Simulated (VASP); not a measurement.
Wanted: the native input for a VASP 6.6.1 run.

```yaml
Task: vibrations by finite differences
Functional: PBE
Potentials_or_basis: VASP PAW PBE potentials, release 64 (W_sv)
Cutoff: 520 eV
k_mesh: 18 × 18 × 18
Occupations: methfessel-paxton, width 0.2 eV
Spin: no spin polarisation
Ions_in_elastic_constants: relaxed
Further_INCAR_settings: ALGO = Normal; EDIFF = 1e-08; IBRION = 6; POTIM = 0.015; NSW = 1; ISIF = 3
```

The structure of W lies in POSCAR:

```
W                                       
1.0
   -1.5926499079      1.5926499079      1.5926499079
    1.5926499079     -1.5926499079      1.5926499079
    1.5926499079      1.5926499079     -1.5926499079
  W             
     1
Direct
     0.0000000000000000    0.0000000000000000    0.0000000000000000
```

The input as run:

INCAR

```
PREC     = Accurate       # precision mode
ENCUT    = 520            # plane-wave cutoff, eV
EDIFF    = 1E-8           # SCF threshold, eV
ISMEAR   = 1              # smearing method
SIGMA    = 0.2            # smearing width, eV
LREAL    = False          # projectors in reciprocal space
LASPH    = True           # aspherical terms in the spheres
NELM     = 60             # most SCF steps
ALGO     = Normal         # electronic algorithm
ISIF     = 3              # what is computed and relaxed
LWAVE    = False          # write WAVECAR
LCHARG   = False          # write CHGCAR
GGA      = PE             # functional
IBRION   = 6              # ionic algorithm
NFREE    = 2            
POTIM    = 0.015          # step
NSW      = 1              # ionic steps
```

KPOINTS

```
Automatic mesh
0
Gamma
  18 18 18
```

Potentials or basis: VASP PAW PBE potentials, release 64 (W_sv).

Run with:

```bash
$ cat potpaw_PBE.64/W_sv/POTCAR > POTCAR
$ mpirun -np 1 vasp_std > vasp.out
```

It gave:

| Quantity | Value |
| --- | --- |
| Elastic constants C11, C12, C44 | 494, 213, 137 GPa |
| Voigt bulk modulus | 306 GPa |

Caveat: elastic constants of metals need much finer meshes, so these are rough.

It took 12 min on 1 thread of Intel(R) Xeon(R) Platinum 8488C (Sapphire Rapids), with other jobs on the host, peak memory 0.6 GiB.
